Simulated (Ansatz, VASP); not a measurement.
## BiTe: VASP beside Ansatz

```
Bi Te
1.0
     2.42271    1.39875    3.31729
    -2.42271    1.39875    3.31729
     0.00000   -2.79750    3.31729
Bi Te
1 1
Direct
  0.50000 0.50000 0.50000
  0.00000 0.00000 0.00000
```

The cell comes from a database or a generator and needn't be the stable form of this composition.

Alike in both runs: task single point; functional PBEsol; k mesh 12 × 12 × 12; occupations gaussian, width 0.15 eV; no spin polarisation.

```csv
,VASP,Ansatz
version,VASP 6.6.1,Ansatz 0.2.0
potentials or method,"VASP PAW PBE potentials, release 64 (Bi_d, Te)","scalar-relativistic, plane waves, PAW"
plane-wave cutoff (eV),520,420
valence electrons in the cell,21,31
```

|  | VASP | Ansatz | Ansatz less VASP |
| --- | --- | --- | --- |
| gap on the k mesh at the Fermi level (eV) | none | none | - |
| pressure (GPa) | -2.5 | -2.5 | +0.02 |
| largest component of the traceless stress (GPa) | 0.17 | 0.18 | +0.002 |

A gap of «none» marks a metal or a gap that the smearing closes. The two sets of potentials don't hold the same shells in valence.

Caveats: the PAW data sets were made with another functional, which shifts forces and pressure a little (VASP); spin-orbit coupling is left out, which moves the levels of the heavy elements.
